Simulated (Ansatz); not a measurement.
# NbN under compression and expansion

```cif
data_structure
_symmetry_space_group_name_H-M 'Fm-3m'
_symmetry_Int_Tables_number 225
_cell_length_a 4.3890
_cell_length_b 4.3890
_cell_length_c 4.3890
_cell_angle_alpha 90.000
_cell_angle_beta 90.000
_cell_angle_gamma 90.000
_cell_volume 84.55
loop_
_atom_site_label
_atom_site_type_symbol
_atom_site_symmetry_multiplicity
_atom_site_Wyckoff_symbol
_atom_site_fract_x
_atom_site_fract_y
_atom_site_fract_z
_atom_site_occupancy
Nb1 Nb 4 b 0.50000 0.00000 0.00000 1
N1 N 4 a 0.00000 0.00000 0.00000 1
```

The runs use the primitive cell with vectors (0.000, 2.195, 2.195), (2.195, 0.000, 2.195), (2.195, 2.195, 0.000) Å, to which the k mesh refers.

It takes space group Fm-3m (No. 225, cubic). Conventional cell: a = 4.389 Å, b = 4.389 Å, c = 4.389 Å, α = 90.00°, β = 90.00°, γ = 90.00°. Nb (site symmetry m-3m) has 6 N at 2.19 Å as nearest neighbours. N (site symmetry m-3m) has 6 Nb at 2.19 Å as nearest neighbours.

The cell comes from COD entry 1538667, which wasn't checked; take it as a given geometry.

All numbers are computed: DFT, LDA, all-electron LAPW, scalar-relativistic (Ansatz 0.2.0); DFT, LDA, PAW with Ansatz's default frozen-core files, scalar-relativistic (Ansatz 0.2.0).

For LAPW: a Γ-centred 13×13×13 k mesh, Fermi–Dirac smearing of 0.08 eV, basis error target 0.25 meV/atom, no spin polarisation. PAW takes a cutoff of 420 eV at this cell (files made with PBE, cores remade for this functional). The Ansatz runs share mesh, smearing and spin set-up. Plane-wave (PAW) pressures include the program's estimate of the Pulay term.

The cell above is scaled evenly, with fractional coordinates and shape held.

```tsv
V/V(cell)	V (Å³/atom)	P, LAPW (GPa)	P, PAW (GPa)	free energy over the lowest listed, PAW (meV/atom)
0.9400	9.934	14.84	14.85	17.6
0.9405	9.940	14.62	14.63	17.1
0.9600	10.146	6.50	6.52	3.6
0.9800	10.357	-0.97	-0.95	0.0
0.9900	10.463	-4.40	-4.38	1.7
1.0000	10.568	-7.66	-7.64	5.7
1.0100	10.674	-10.74	-10.71	11.8
1.0200	10.780	-13.65	-13.63	19.8
1.0400	10.991	-19.02	-18.99	41.4
1.0600	11.202	-23.82	-23.79	69.7
```

(1) What do Birch–Murnaghan fits to the pressures give?

Answers

(1) LAPW: V0 = 10.33 Å³/atom, B0 = 350 GPa, B0′ = 4.4; PAW: V0 = 10.33 Å³/atom, B0 = 350 GPa, B0′ = 4.4.
